**Q:** I want to know whether a given cell of TiCo is stretched or squeezed. My colleagues ran it with several density-functional programs, and they don't even agree on the sign of the pressure. Is that just scatter?

**A:** Look at the moments beside the pressures before you call it scatter. Each run has the same CsCl-type cell, with one Ti and one Co atom and 13.31 Å³ per atom. A positive pressure means that the cell pushes outward. The cell moment is the excess of spin-up over spin-down electrons, in Bohr magnetons.

Calculated values. PBE density-functional runs with collinear spins for TiCo in a fixed CsCl-type cell (program releases of 2025 and 2026), with a ferromagnetic start, a 9×9×9 k mesh and Fermi–Dirac smearing of 0.05 eV. The basis column gives the plane-wave cutoff, LAPW error target or orbital set. Pressure is positive in compression and, for Ansatz PAW, omits the Pulay correction.

| program | potentials | basis | pressure (GPa) | cell moment (μB) |
| --- | --- | --- | --- | --- |
| Quantum ESPRESSO | SSSP-1.3-efficiency-PBE | 748.313 eV | -2.680 | 0.000 |
| VASP | VASP-PAW-PBE-potentials,-recommended | 520 eV | -1.120 | 0.790 |
| GPAW | GPAW-PAW-data-sets-(gpaw-data-1.2.1) | 600 eV | -1.020 | 0.820 |
| Ansatz | Ansatz PAW | 420 eV | -0.630 | 0.820 |
| Ansatz LAPW | all-electron-LAPW,-scalar-relativistic | 0.001 eV/atom-basis-error | -0.490 | 0.830 |
| CONQUEST | PseudoDojo-NC-PBE | DZP | 1.670 | 0.810 |

**Q:** Four rows sit close together, Quantum ESPRESSO is far below them and CONQUEST far above. The low one also has the highest plane-wave cutoff. Is it simply the best converged, with the others still on their way down?

**A:** That is tempting, because among the four runs with plane waves and potentials the lowest cutoff does go with the highest pressure. The direction is wrong, though. Stretch a cell while keeping the same set of plane waves, and each wave gets longer, so the effective cutoff falls and the energy rises a little. The cell then seems to resist stretching, which shows up as a spurious negative pressure.

In the limit of an infinite cutoff this artefact vanishes, so a better basis should normally raise the pressure. Ansatz PAW, with the lowest cutoff of the four, is tabulated without the correction for it, and that correction is only +0.08 GPa. Cutoffs made for different potentials aren't a common scale of quality in any case.

**Q:** Then what is different about Quantum ESPRESSO?

**A:** Its electrons are in another state. All the runs started from the same ferromagnetic guess, and five of them kept a moment of about 0.8 Bohr magnetons, which sits on cobalt. Quantum ESPRESSO lost it and converged to a non-magnetic solution. Its pressure therefore answers a different question from the others.

**Q:** Why should a moment push the cell outward?

**A:** To make a moment, electrons must leave filled spin-down states for empty spin-up states higher in the band. That costs band energy, and exchange pays for it. The cost is smaller in a narrow band, and a d band narrows when the atoms move apart. The exchange gain is mostly an atomic property and hardly changes with volume, so a magnetic crystal gains by expanding.

**Q:** Can you put a size on it?

**A:** Roughly. Let m be the moment in Bohr magnetons and D the exchange splitting, the energy shift between spin-up and spin-down levels. To create the moment, m/2 electrons change spin. For a flat density of states each climbs by D/2 on average, so the cost is mD/4.

The width of a d band falls about as V^(−5/3), where V is the cell volume, and at fixed moment the cost falls with it. The moment itself also changes with volume, but the energy is stationary against that change, so it adds nothing to first order. The extra pressure of the magnetic state is then

P = (5/3) · mD / (4V).

Take the all-electron LAPW row, where m is 0.83. The levels at the zone centre of that run give D ≈ 0.55 eV, so the band cost is 0.83 × 0.55 / 4 ≈ 0.11 eV. Multiplied by 5/3, this is 0.19 eV.

The cell volume is 2 × 13.31 ≈ 26.6 Å³, which gives about 0.007 eV/Å³. One eV/Å³ is about 160 GPa, so the magnetic pressure is about 1 GPa. Nothing was fitted to the pressures.

**Q:** And Quantum ESPRESSO is how far down?

**A:** It lies 2.2 GPa below LAPW and 1.6 GPa below the lowest magnetic row. The lost moment thus has the right sign and the right order of magnitude, and the estimate covers about half of the distance to LAPW. The other half may come from the crude model, with its flat density of states, or from the potentials. These runs can't divide it, so the offset shouldn't be read as a grade for the SSSP potentials.

**Q:** What would divide it?

**A:** Run LAPW again with the moment held at zero. The drop in pressure would be the magnetic part alone, with the potentials out of the picture. Whatever then still separates it from Quantum ESPRESSO belongs to potentials and basis.

**Q:** Real TiCo is paramagnetic, as far as I know. Doesn't that make Quantum ESPRESSO the one that got it right?

**A:** It resembles the real material in that respect, and PBE is known to exaggerate weak magnetism of this kind. But the six runs were meant to solve the same PBE problem, and there the question is which state has the lower energy. Total energies from different programs have different zeros and can't settle that. You would have to converge both states within one program.

**Q:** Does magnetism explain CONQUEST as well?

**A:** No. Its moment is 0.81, practically that of LAPW, yet its pressure is 2.2 GPa higher. Put the small differences in moment and splitting among the five magnetic rows into the formula, and they change the pressure by only about 0.1 GPa. The high outlier needs a cause of its own.

**Q:** Do you have a suspect?

**A:** The basis, though no run here tests it. CONQUEST used DZP, a small set of atom-centred orbitals. Think of the limit of well-separated atoms, which such orbitals describe well. In the crystal they have less freedom to adapt, so the basis error probably shrinks as the cell expands. The energy then falls too fast on expansion, and that is a spurious outward pressure. A larger orbital set with the same potentials would show whether this is right.

**Q:** How much does all this matter for a lattice constant?

**A:** Divide the pressure difference by three times the bulk modulus. With a rough recalled modulus of 170 GPa, each outlier's offset from LAPW amounts to about 0.4% in the lattice constant. Quantum ESPRESSO would give a smaller cell than LAPW and CONQUEST a larger one. The two shifts are about equal in size, but the first comes at least partly from a change of state and the second doesn't.

As for your first question, the all-electron LAPW run gives -0.49 GPa, and the magnetic runs with VASP, GPAW and Ansatz PAW agree on the sign. For PBE with the atoms at rest, the cell is therefore slightly stretched.

**Q:** Would I meet the same trap in other compounds of this structure?

**A:** Only where there is a moment to lose. TiFe, with one electron fewer per cell, is non-magnetic, so a comparison of programs there would be free of this particular jump. In body-centred iron the moment is much larger, and since D grows roughly in proportion to m, the magnetic pressure grows about as m². Weak magnets such as TiCo in PBE are treacherous for another reason: the moment is small enough to vanish unnoticed during a run, yet large enough to shift the pressure by about a gigapascal.
